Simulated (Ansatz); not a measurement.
# Iridium, dhcp under revPBE: structure, energy and stiffness, part 1 of 2

Aim: take iridium in the dhcp structure, relax it, solve it on a dense k-mesh, then scale the cell to 7 volumes from 88 to 112 % of the relaxed one and try a fit of the equation of state. Spin polarisation is left out. The k-meshes are 13×13×4 for the relaxation; 17×17×5 for the dense run; 15×15×4 for the volumes.

Program: Ansatz 0.2.0. Level of theory: DFT revPBE, plane waves (420 eV) with PAW, scalar-relativistic; PAW files made under PBE, frozen cores solved again for the functional. These are calculated values, not measurements.

### 1 The starting structure

Symmetry: P6_3/mmc, No. 194, hexagonal system. Conventional cell: a = 2.715 Å, b = 2.715 Å, c = 8.867 Å, α = 90.00°, β = 90.00°, γ = 120.00°. Around Ir (site symmetry -3m) lie 12 Ir at 2.71 Å. Around Ir (site symmetry -6m2) lie 12 Ir at 2.71 Å.

As a file:

```
Ir
1.0
     2.71486    0.00000    0.00000
    -1.35743    2.35114    0.00000
     0.00000    0.00000    8.86674
Ir
4
Cartesian
  0.0000 0.0000 0.0000
  0.0000 0.0000 4.4334
  0.0000 1.5674 2.2167
  1.3574 0.7837 6.6501
```

### 2 Relaxing cell and atoms

File input.yaml:

```yaml
crystal:
  lattice:
    - [2.7148619862, 0.0, 0.0]
    - [-1.3574309931, 2.3511394478, 0.0]
    - [0.0, 0.0, 8.8667392469]
  atoms:
    - { symbol: Ir, position: [0.0, 0.0, 0.0] }
    - { symbol: Ir, position: [0.0, 0.0, 0.5] }
    - { symbol: Ir, position: [0.3333333333, 0.6666666667, 0.25] }
    - { symbol: Ir, position: [0.6666666667, 0.3333333333, 0.75] }
hamiltonian:
  xc: revpbe
  pseudopotentials:
    kind: paw
    azcp:
      Ir: "pseudopotentials/Ir.paw.azcp"
basis:
  ecutwfc: 420
  fft_grid_basis: typed
kpoints:
  mp_grid: { grid: [13, 13, 4], shift: [0, 0, 0] }
magnetization:
  spin_polarized: false
scf:
  occupations: { method: fermi_dirac, width: 0.1 }
relax:
  max_steps: 60
  f_tol: 0.01
  cell: {}
```

Output:

```text
Warning: RAYON_NUM_THREADS=2 ignored (pool sized by the plan → 2); use --threads N
Engine: ansatz 0.2.0, aarch64-unknown-linux-gnu
Pseudopotentials: kind: paw
Pseudopotential: Ir, paw, valence charge 17, recommended cutoff 420 eV (normal), <dir>
Functional definition: revPBE
  parameter kappa = 1.245
  parameter beta = 0.06672455060314922
  exchange = pbe_x(kappa = kappa, mu = beta*pi^2/3)
  correlation = pbe_c(beta = beta)
Crystal: 4 atoms, lattice volume = 56.597 Å³
Basis set: ecut = 420 eV, 1091 PW (Γ), exchange–correlation on 40×40×120 points (8 copies of the dense FFT grid, shifted against one another)
Bands: 41, of which v1, the nominal top of the filled ones, is band 34 counted from 1 (33 counted from 0)
Symmetry: 24 space group operations
Space group: P63/mmc (ITA 194), of the structure as read, at distance tolerance 3.8e-5 Å
k-points: 63 of 676
Non-local potential: Ir, projectors of the file, l = 0: 3, l = 1: 2, l = 2: 2, l = 3: 1
PAW form: soft (Blöchl's): semilocal exchange-correlation on the pseudo side does not see the compensation charge
PAW frozen core: Ir, regenerated for the run's functional, and the local potential with it (the file was generated under x = pbe(κ = 0.804, μ = 0.2195149727645171), c = pbe(β = 0.06672455060314922))
PAW one-centre angular grid: Ir, 590 points (default); XC on 64 Gauss nodes
Initial density: superposition of atomic densities (neutral atoms: chi_scale 0, normalization atom), corrected by the library's trained network
Initial wavefunctions: pseudopotential atomic-orbital guess
Functional: x = revpbe(κ = 1.245, μ = 0.2195149727645171), c = pbe(β = 0.06672455060314922)
SCF iter   1: F=—  HF=-47779.359065 eV  |F-HF|=—  |Δ(HF+E_count)|=         —  Δρ=7.01e-3  dr2=6.80e-3  ethr=1.77e-3  ⟨swp⟩=5.7  Hψ=8605  notcnv=0  defer=5
preconditioner: auto → Kerker (q_TF=auto, 2.813 Å⁻¹)  [metal: Δε(μ)=0.025 eV  Ē_g=7.198 eV  σ=0.100 eV  W_gap=0.06  n_scr=24 (ndim 8)  ℏωp=29.6 eV  f_vac=0.000  D(μ)=4.12/eV (n_scr^D=52)]
SCF iter   2: F=—  HF=-47779.365866 eV  |F-HF|=—  |Δ(HF+E_count)|=   6.80e-3  Δρ=4.00e-3  dr2=2.34e-3  ethr=1.00e-5  ⟨swp⟩=2.0  Hψ=4000  notcnv=0  defer=5
SCF iter   3: F=—  HF=-47779.368270 eV  |F-HF|=—  |Δ(HF+E_count)|=   2.40e-3  Δρ=3.41e-4  dr2=2.75e-5  ethr=3.45e-6  ⟨swp⟩=2.0  Hψ=3626  notcnv=0  defer=5
SCF iter   4: F=—  HF=-47779.368227 eV  |F-HF|=—  |Δ(HF+E_count)|=   4.31e-5  Δρ=9.07e-5  dr2=2.69e-6  ethr=4.04e-8  ⟨swp⟩=2.1  Hψ=3594  notcnv=0  defer=5
SCF iter   5: F=—  HF=-47779.368228 eV  |F-HF|=—  |Δ(HF+E_count)|=   8.70e-7  Δρ=1.83e-5  dr2=1.30e-7  ethr=3.96e-9  ⟨swp⟩=2.1  Hψ=3293  notcnv=0  defer=5
SCF iter   6: F=-47779.368228 eV  HF=-47779.368228 eV  |F-HF|=4.51e-10  |Δ(HF+E_count)|=   3.91e-9  Δρ=2.53e-6  dr2=2.65e-9  ethr=1.47e-10  ⟨swp⟩=4.0  Hψ=8000  notcnv=0
SCF 1 converged in 6 iterations: F = -47779.368228 eV  dr2 = 2.65e-9
relax step   1: F+E_penalty+E_count = -47779.36822796 eV  Δ(F+E_penalty+E_count) = +0.000e0 eV  max|allowed force component| = 7.401e-17 eV/Å  Δτ_max = 0.0000 Å  P = +13.101 GPa  Ω = 56.597 Å³  (6 SCF iters, dr2 threshold 1.00e-7 eV, accepted)
Crystal: 4 atoms, lattice volume = 62.666 Å³
Basis set: ecut = 420 eV, 1243 PW (Γ), exchange–correlation on 40×40×120 points (8 copies of the dense FFT grid, shifted against one another)
Initial density: handed on by an earlier stage of this run
Initial wavefunctions: those handed on with the density
iter 1 solved again at ethr=1.60e-5 eV; its pass at ethr=3.10e-3 eV (dr2=1.08e-2 eV) is discarded
SCF iter   1: F=—  HF=-47779.201666 eV  |F-HF|=—  |Δ(HF+E_count)|=         —  Δρ=4.94e-3  dr2=1.16e-2  ethr=1.60e-5  ⟨swp⟩=1.9  Hψ=12063  notcnv=0
preconditioner: auto → Kerker (q_TF=auto, 2.766 Å⁻¹)  [metal: Δε(μ)=0.020 eV  Ē_g=6.287 eV  σ=0.100 eV  W_gap=0.05  n_scr=26 (ndim 8)  ℏωp=28.1 eV  f_vac=0.000  D(μ)=4.92/eV (n_scr^D=64)]
SCF iter   2: F=—  HF=-47779.200107 eV  |F-HF|=—  |Δ(HF+E_count)|=   1.56e-3  Δρ=2.80e-3  dr2=3.34e-3  ethr=1.60e-5  ⟨swp⟩=2.0  Hψ=3662  notcnv=0
SCF iter   3: F=—  HF=-47779.199833 eV  |F-HF|=—  |Δ(HF+E_count)|=   2.74e-4  Δρ=3.43e-4  dr2=3.23e-5  ethr=4.92e-6  ⟨swp⟩=2.0  Hψ=3696  notcnv=0
SCF iter   4: F=—  HF=-47779.199853 eV  |F-HF|=—  |Δ(HF+E_count)|=   2.01e-5  Δρ=4.69e-5  dr2=1.26e-6  ethr=4.76e-8  ⟨swp⟩=2.4  Hψ=4580  notcnv=0
iter 5 did not close the SCF: its close was put off for the readings that it lacked (scf_convergence_deferred on its scf_iter line)
SCF iter   5: F=-47779.199853 eV  HF=-47779.199853 eV  |F-HF|=4.24e-8  |Δ(HF+E_count)|=   1.21e-7  Δρ=9.81e-6  dr2=8.46e-8  ethr=1.86e-9  ⟨swp⟩=2.5  Hψ=4216  notcnv=0
SCF iter   6: F=-47779.199853 eV  HF=-47779.199853 eV  |F-HF|=1.99e-9  |Δ(HF+E_count)|=   1.54e-8  Δρ=2.67e-6  dr2=5.19e-9  ethr=1.24e-10  ⟨swp⟩=2.0  Hψ=7580  notcnv=0
SCF 2 converged in 6 iterations: F = -47779.199853 eV  dr2 = 5.19e-9
relax step   2: F+E_penalty+E_count = -47779.19985312 eV  Δ(F+E_penalty+E_count) = +1.684e-1 eV  max|allowed force component| = 1.272e-16 eV/Å  Δτ_max = 0.0000 Å  P = -18.481 GPa  Ω = 62.666 Å³  energy of the carried Pulay correction = -3.532e-3 eV  (6 SCF iters, dr2 threshold 4.00e-7 eV, rejected (line search))
Crystal: 4 atoms, lattice volume = 58.965 Å³
Basis set: ecut = 420 eV, 1153 PW (Γ), exchange–correlation on 40×40×120 points (8 copies of the dense FFT grid, shifted against one another)
iter 1 solved again at ethr=5.64e-6 eV; its pass at ethr=3.10e-3 eV (dr2=3.84e-3 eV) is discarded
SCF iter   1: F=—  HF=-47779.447949 eV  |F-HF|=—  |Δ(HF+E_count)|=         —  Δρ=3.08e-3  dr2=4.18e-3  ethr=5.64e-6  ⟨swp⟩=2.6  Hψ=12675  notcnv=0
preconditioner: auto → Kerker (q_TF=auto, 2.794 Å⁻¹)  [metal: Δε(μ)=0.024 eV  Ē_g=6.826 eV  σ=0.100 eV  W_gap=0.06  n_scr=24 (ndim 8)  ℏωp=29.0 eV  f_vac=0.000  D(μ)=4.41/eV (n_scr^D=52)]
SCF iter   2: F=—  HF=-47779.447198 eV  |F-HF|=—  |Δ(HF+E_count)|=   7.51e-4  Δρ=1.72e-3  dr2=1.17e-3  ethr=5.64e-6  ⟨swp⟩=2.0  Hψ=3724  notcnv=0
SCF iter   3: F=—  HF=-47779.447033 eV  |F-HF|=—  |Δ(HF+E_count)|=   1.66e-4  Δρ=2.04e-4  dr2=1.01e-5  ethr=1.73e-6  ⟨swp⟩=2.0  Hψ=3713  notcnv=0
SCF iter   4: F=—  HF=-47779.446995 eV  |F-HF|=—  |Δ(HF+E_count)|=   3.75e-5  Δρ=2.65e-5  dr2=3.65e-7  ethr=1.48e-8  ⟨swp⟩=2.3  Hψ=4484  notcnv=0
SCF iter   5: F=—  HF=-47779.447000 eV  |F-HF|=—  |Δ(HF+E_count)|=   4.95e-6  Δρ=5.10e-6  dr2=2.13e-8  ethr=5.36e-10  ⟨swp⟩=2.6  Hψ=4314  notcnv=0
SCF iter   6: F=—  HF=-47779.447000 eV  |F-HF|=—  |Δ(HF+E_count)|=   3.91e-9  Δρ=1.38e-6  dr2=1.35e-9  ethr=3.13e-11  ⟨swp⟩=2.0  Hψ=3174  notcnv=0
SCF iter   7: F=-47779.447000 eV  HF=-47779.447000 eV  |F-HF|=0.00e0  |Δ(HF+E_count)|=  1.67e-10  Δρ=2.03e-7  dr2=1.76e-11  ethr=1.00e-12  ⟨swp⟩=3.1  Hψ=10496  notcnv=0
SCF 3 converged in 7 iterations: F = -47779.447000 eV  dr2 = 1.76e-11
relax step   3: F+E_penalty+E_count = -47779.44700018 eV  Δ(F+E_penalty+E_count) = -7.877e-2 eV  max|allowed force component| = 1.665e-16 eV/Å  Δτ_max = 0.0000 Å  P = -1.648 GPa  Ω = 58.965 Å³  energy of the carried Pulay correction = -1.423e-3 eV  (7 SCF iters, accepted)
[... 14 lines left out ...]
relax step   4: F+E_penalty+E_count = -47779.44870143 eV  Δ(F+E_penalty+E_count) = -1.701e-3 eV  max|allowed force component| = 2.220e-16 eV/Å  Δτ_max = 0.0000 Å  P = -0.020 GPa  Ω = 58.673 Å³  energy of the carried Pulay correction = -1.250e-3 eV  (6 SCF iters, dr2 threshold 4.00e-7 eV, accepted)
[... 16 lines left out ...]
relax step   5: F+E_penalty+E_count = -47779.44972564 eV  Δ(F+E_penalty+E_count) = -1.024e-3 eV  max|allowed force component| = 2.035e-16 eV/Å  Δτ_max = 0.0000 Å  P = -0.057 GPa  Ω = 58.673 Å³  stress off target by 7.76e-2 GPa  SCF on the basis re-selected at this cell (its energy is not comparable with the rows above)  (9 SCF iters)
[... 15 lines left out ...]
relax step   6: F+E_penalty+E_count = -47779.44973323 eV  Δ(F+E_penalty+E_count) = -7.590e-6 eV  max|allowed force component| = 8.095e-17 eV/Å  Δτ_max = 0.0000 Å  P = +0.001 GPa  Ω = 58.663 Å³  energy of the carried Pulay correction = +5.531e-6 eV  (6 SCF iters, dr2 threshold 1.50e-8 eV, accepted)
iter 1 solved again at ethr=2.43e-8 eV; its pass at ethr=3.10e-3 eV (dr2=1.65e-5 eV) is discarded
SCF iter   1: F=—  HF=-47779.449771 eV  |F-HF|=—  |Δ(HF+E_count)|=         —  Δρ=6.94e-7  dr2=4.70e-11  ethr=2.43e-8  ⟨swp⟩=3.5  Hψ=14887  notcnv=0
eigensolver tolerance schedule: the retry pair's looser diagonalisation over-reported the residual by 352070.36 of it (diagonalisation noise at an unbounded share of the residual, at the tolerance the schedule requests for it); recorded, not acted on — ethr = c·dr2/N_el stays at c = 1.0e-1
SCF iter   2: F=—  HF=-47779.449729 eV  |F-HF|=—  |Δ(HF+E_count)|=   4.14e-5  Δρ=5.21e-7  dr2=3.02e-11  ethr=1.00e-12  ⟨swp⟩=3.4  Hψ=6740  notcnv=0
iter 3 did not close the SCF: its close was put off for the readings that it lacked (scf_convergence_deferred on its scf_iter line)
SCF iter   3: F=-47779.449729 eV  HF=-47779.449729 eV  |F-HF|=1.46e-11  |Δ(HF+E_count)|=  2.91e-11  Δρ=3.41e-7  dr2=1.25e-11  ethr=1.00e-12  ⟨swp⟩=1.0  Hψ=2583  notcnv=0
iter 4 did not close the SCF: its close was put off for the readings that it lacked (scf_convergence_deferred on its scf_iter line)
SCF iter   4: F=-47779.449729 eV  HF=-47779.449729 eV  |F-HF|=0.00e0  |Δ(HF+E_count)|=  2.91e-11  Δρ=2.50e-8  dr2=1.62e-13  ethr=1.00e-12  ⟨swp⟩=1.0  Hψ=2583  notcnv=0
iter 5 did not close the SCF: its close was put off for the readings that it lacked (scf_convergence_deferred on its scf_iter line)
SCF iter   5: F=-47779.449729 eV  HF=-47779.449729 eV  |F-HF|=2.91e-11  |Δ(HF+E_count)|=  1.46e-11  Δρ=9.59e-9  dr2=1.77e-14  ethr=1.00e-12  ⟨swp⟩=1.0  Hψ=2583  notcnv=0
iter 6 did not close the SCF: its close was put off for the readings that it lacked (scf_convergence_deferred on its scf_iter line)
SCF iter   6: F=-47779.449729 eV  HF=-47779.449729 eV  |F-HF|=1.46e-11  |Δ(HF+E_count)|=  2.91e-11  Δρ=5.44e-9  dr2=4.12e-15  ethr=1.00e-12  ⟨swp⟩=1.0  Hψ=2583  notcnv=0
SCF iter   7: F=-47779.449729 eV  HF=-47779.449729 eV  |F-HF|=1.46e-11  |Δ(HF+E_count)|=    0.00e0  Δρ=2.94e-9  dr2=1.23e-15  ethr=1.00e-12  ⟨swp⟩=1.0  Hψ=5418  notcnv=0
SCF 7 converged in 7 iterations: F = -47779.449729 eV  dr2 = 1.23e-15
relax step   7: F+E_penalty+E_count = -47779.44972916 eV  Δ(F+E_penalty+E_count) = +4.061e-6 eV  max|allowed force component| = 8.789e-17 eV/Å  Δτ_max = 0.0000 Å  P = +0.001 GPa  Ω = 58.663 Å³  stress off target by 3.63e-3 GPa  SCF on the basis re-selected at this cell (its energy is not comparable with the rows above)  (7 SCF iters)
basis re-selected at this cell: Δ(F+E_penalty+E_count) = +4.061e-6 eV, ΔP = +0.000 GPa vs the last step (what re-selecting the basis moved, of the pressure what is left beyond the Pulay correction that the steps carried, after the strain that the cell walked since its last selection, with what the two solves' SCF thresholds leave and, on support functions, any second-order correction that the steps lacked; it is no measure of the basis error at this ecutwfc). This SCF's stress stands 3.63e-3 GPa from its target on what of the cell is left free (relax.cell.stress_tol is 5.00e-2 GPa) and its largest allowed force component is 8.79e-17 eV/Å (relax.f_tol is 1.00e-2 eV/Å): within both
SCF converged after 7 iterations
Free energy (F): -47779.449729 eV
Harris-Foulkes:  -47779.449729 eV  (|F-HF|=1.46e-11)
Internal energy: -47779.305496 eV  (E = F + TS)
E sigma→0 (E₀):  -47779.377613 eV
Entropy (-TS):   -0.144233 eV (-36.058 meV/atom)
Fermi energy:    24.776833 eV
--- Per-component energies (eV) ---
  E_band       = -392.062405
  E_kinetic    = 2488.500323
  E_local      = -4419.454160  (includes V_loc(G=0)·N_el)
  E_nonlocal   = 287.699067
  E_hartree    = 1687.026873
  E_xc         = -1071.351012
  E_vxc        = -1198.508067  (∫ρ·V_xc dr)
  E_paw        = -36930.932630  (= ΣΔE_a)
  E_vpaw       = -924.353551  (= ΣTr[D̂ρ^β])
  E_aug_tail   = 0.000238  (compensation charges beyond the density's cutoff)
  E_ewald      = -9820.701417
  E_core_change = -0.092779  (= ΣΔE_core)
  E_smearing   = -0.144233  (= −TS)
  E_closure    = 0.000000  (closes the sum)
  Σ components = -47779.449729   (vs F -47779.449729, Δ=0.00e0)
--- Forces (eV/Å), atoms counted from 1 ---
  atom   1  Ir     0.00000000     0.00000000    -0.00000000
  atom   2  Ir    -0.00000000    -0.00000000     0.00000000
  atom   3  Ir     0.00000000    -0.00000000    -0.00000000
  atom   4  Ir     0.00000000     0.00000000     0.00000000
  max |Σ_I F_I| component: 5.55e-17 eV/Å
--- Stress (GPa, compression-positive) ---
        0.002903       0.000000      -0.000000
       -0.000000       0.002903       0.000000
       -0.000000       0.000000      -0.003630
  P = ⅓ Tr σ = 0.0007 GPa (0.007 kbar)
--- Relaxed structure (5 steps of the walk, 4 accepted, 2 SCFs on fresh bases) ---
  F+E_penalty+E_count = -47779.44972916 eV   max|allowed force component| = 8.789e-17 eV/Å   (the final SCF, on the basis selected at the relaxed cell)
  cell:  # Å, volume = 58.6630 Å³
    - [2.7472773504736763, -7.081548358957554e-33, 7.036153818195005e-34]
    - [-1.3736386752368381, 2.3792119767518085, 3.1651034247966745e-34]
    - [2.2980078370236577e-33, 2.5203956922194958e-33, 8.974885132600049]
  atoms:
    - { symbol: Ir, position: [4.440671763398625e-34, 3.302188262608729e-34, 1.23735234590444e-38] }
    - { symbol: Ir, position: [4.415073404773751e-34, 3.2509915453589806e-34, 0.5] }
    - { symbol: Ir, position: [0.3333333333333333, 0.6666666666666667, 0.25] }
    - { symbol: Ir, position: [0.6666666666666667, 0.3333333333333333, 0.7499999999999999] }
```

It took 37 s on 2 threads of an Arm CPU, shared host; peak memory 0.4 GiB.

The steps of the relaxation:

```
step  energy change (meV/atom)  largest force (eV/Å)  pressure (GPa)  volume (Å³/atom)  accepted
   1                      0.00                0.0000           13.10            14.149       yes
   2                     42.09                0.0000          -18.48            15.666        no
   3                    -19.69                0.0000           -1.65            14.741       yes
   4                    -20.12                0.0000           -0.02            14.668       yes
   5                    -20.37                0.0000           -0.06            14.668       yes
   6                    -20.38                0.0000            0.00            14.666       yes
   7                    -20.38                0.0000            0.00            14.666       yes
```

Steps that repeat a cell are solved on a basis chosen anew, so their changes of energy are no gain of the relaxation.

The cell of the run, before and after:

|  | before | after | change |
| --- | --- | --- | --- |
| a (Å) | 2.715 | 2.747 | +1.2 % |
| b (Å) | 2.715 | 2.747 | +1.2 % |
| c (Å) | 8.867 | 8.975 | +1.2 % |
| volume (Å³/atom) | 14.149 | 14.666 | +3.7 % |
| shortest distance (Å) | 2.715 | 2.747 | +1.2 % |
| space group (spins left aside) | P6_3/mmc | P6_3/mmc | same |

### 3 Single point on a dense mesh

File input.yaml:

```yaml
crystal:
  lattice:
    - [2.7472773505, 0.0, 0.0]
    - [-1.3736386752, 2.3792119768, 0.0]
    - [0.0, 0.0, 8.9748851326]
  atoms:
    - { symbol: Ir, position: [0.0, 0.0, 0.0] }
    - { symbol: Ir, position: [0.0, 0.0, 0.5] }
    - { symbol: Ir, position: [0.3333333333, 0.6666666667, 0.25] }
    - { symbol: Ir, position: [0.6666666667, 0.3333333333, 0.75] }
hamiltonian:
  xc: revpbe
  pseudopotentials:
    kind: paw
    azcp:
      Ir: "pseudopotentials/Ir.paw.azcp"
basis:
  ecutwfc: 420
  fft_grid_basis: typed
kpoints:
  mp_grid: { grid: [17, 17, 5], shift: [0, 0, 0] }
magnetization:
  spin_polarized: false
scf:
  occupations: { method: fermi_dirac, width: 0.1 }
output:
  write_density: true
  write_potential: true
  elf: true
  volumetric_format: npy
```

Output, cut to the lines that bear on the results:

```text
Warning: RAYON_NUM_THREADS=2 ignored (pool sized by the plan → 2); use --threads N
[...]
[... 3 set-up lines as earlier in the session ...]
[...]
Crystal: 4 atoms, lattice volume = 58.663 Å³
Basis set: ecut = 420 eV, 1151 PW (Γ)
Bands: 41, of which v1, the nominal top of the filled ones, is band 34 counted from 1 (33 counted from 0)
[... 1 set-up line as earlier in the session ...]
Space group: P63/mmc (ITA 194), of the structure as read, at distance tolerance 3.9e-5 Å
k-points: 99 of 1445
[...]
SCF iter   1: F=—  HF=-47779.440607 eV  |F-HF|=—  |Δ(HF+E_count)|=         —  Δρ=6.70e-3  dr2=8.69e-3  ethr=1.77e-3  ⟨swp⟩=5.5  Hψ=13325  notcnv=0  defer=8
[...]
SCF iter   6: F=-47779.450465 eV  HF=-47779.450465 eV  |F-HF|=1.37e-9  |Δ(HF+E_count)|=   4.74e-9  Δρ=3.41e-6  dr2=5.42e-9  ethr=1.47e-10  ⟨swp⟩=2.8  Hψ=8190  notcnv=0
[...]
SCF converged after 6 iterations
Free energy (F): -47779.450465 eV
[...]
E sigma→0 (E₀):  -47779.380492 eV
Entropy (-TS):   -0.139946 eV (-34.986 meV/atom)
Fermi energy:    24.752734 eV
[...]
--- Band table (eV; the first three rows and the last of 99) ---
[...]
```

Wall time 8.8 s (2 threads of an Arm CPU, shared host); peak memory 0.42 GiB.

Density in a lattice plane of the grid's cell (edges 2.75 and 8.97 Å, at 0.000 of the third edge), which holds Ir.

Ten even steps from ' ' (0.28 e/Å³) to '@' (8.96 e/Å³):
```
##++..      ..++
..              
                
                
      ..::..    
        ..      
                
..              
##++..      ..++
@@%%--      --%%
##++..      ..++
..              
                
        ..      
      ..::..    
                
                
..              
##++..      ..++
@@@@--      --@@
```
Columns run along the first of these edges and rows up along the second, over one cell in 8 and 20 even steps from the bottom left corner. Atoms in the plane (fractional): Ir at (0.00, 0.00), Ir at (0.00, 0.50).

ELF in the same plane.

Ten even steps from '0' (0.24) to '9' (0.66):
```
99501059
22110112
01100011
11013101
10145410
11013101
01100011
21010101
99501059
28812188
99501059
21010101
01100011
11013101
10145410
11013101
01100011
22110112
99501059
08812188
```
Columns run along the first of these edges and rows up along the second, over one cell in 8 and 20 even steps from the bottom left corner. Atoms in the plane (fractional): Ir at (0.00, 0.00), Ir at (0.00, 0.50).

Both are smooth fields of the valence electrons: close to the nuclei they are not physical.

### 4 Equation of state: 88 %

File input.yaml:

```yaml
crystal:
  lattice:
    - [2.63267185, 0.0, 0.0]
    - [-1.316335925, 2.2799607019, 0.0]
    - [0.0, 0.0, 8.6004885678]
  atoms:
    - { symbol: Ir, position: [0.0, 0.0, 0.0] }
    - { symbol: Ir, position: [0.0, 0.0, 0.5] }
    - { symbol: Ir, position: [0.3333333333, 0.6666666667, 0.25] }
    - { symbol: Ir, position: [0.6666666667, 0.3333333333, 0.75] }
hamiltonian:
  xc: revpbe
  pseudopotentials:
    kind: paw
    azcp:
      Ir: "pseudopotentials/Ir.paw.azcp"
basis:
  ecutwfc: 420
  fft_grid_basis: typed
kpoints:
  mp_grid: { grid: [15, 15, 4], shift: [0, 0, 0] }
magnetization:
  spin_polarized: false
scf:
  occupations: { method: fermi_dirac, width: 0.1 }
  lower_state_search: "off"
output:
  stress: true
```

Output, cut to the lines that bear on the results:

```text
Warning: RAYON_NUM_THREADS=2 ignored (pool sized by the plan → 2); use --threads N
[...]
[... 3 set-up lines as earlier in the session ...]
[...]
Crystal: 4 atoms, lattice volume = 51.623 Å³
Basis set: ecut = 420 eV, 1019 PW (Γ)
Bands: 41, of which v1, the nominal top of the filled ones, is band 34 counted from 1 (33 counted from 0)
[... 1 set-up line as earlier in the session ...]
Space group: P63/mmc (ITA 194), of the structure as read, at distance tolerance 3.7e-5 Å
k-points: 81 of 900
[...]
SCF iter   1: F=—  HF=-47778.323358 eV  |F-HF|=—  |Δ(HF+E_count)|=         —  Δρ=7.75e-3  dr2=7.63e-3  ethr=1.77e-3  ⟨swp⟩=6.0  Hψ=11720  notcnv=0  defer=6
[...]
SCF iter   6: F=-47778.327733 eV  HF=-47778.327733 eV  |F-HF|=7.73e-9  |Δ(HF+E_count)|=   4.44e-8  Δρ=3.44e-6  dr2=1.05e-8  ethr=1.47e-10  ⟨swp⟩=4.0  Hψ=10692  notcnv=0
[...]
SCF converged after 6 iterations
Free energy (F): -47778.327733 eV
[...]
E sigma→0 (E₀):  -47778.275497 eV
Entropy (-TS):   -0.104472 eV (-26.118 meV/atom)
Fermi energy:    29.019641 eV
[...]
--- Stress (GPa, compression-positive) ---
       58.616337      -0.000000       0.000000
        0.000000      58.616337       0.000000
        0.000000       0.000000      59.075378
  P = ⅓ Tr σ = 58.7694 GPa (587.694 kbar)
```

It took 5.9 s on 2 threads of an Arm CPU, shared host; peak memory 0.38 GiB.

(Continued in part 2 of 2.)
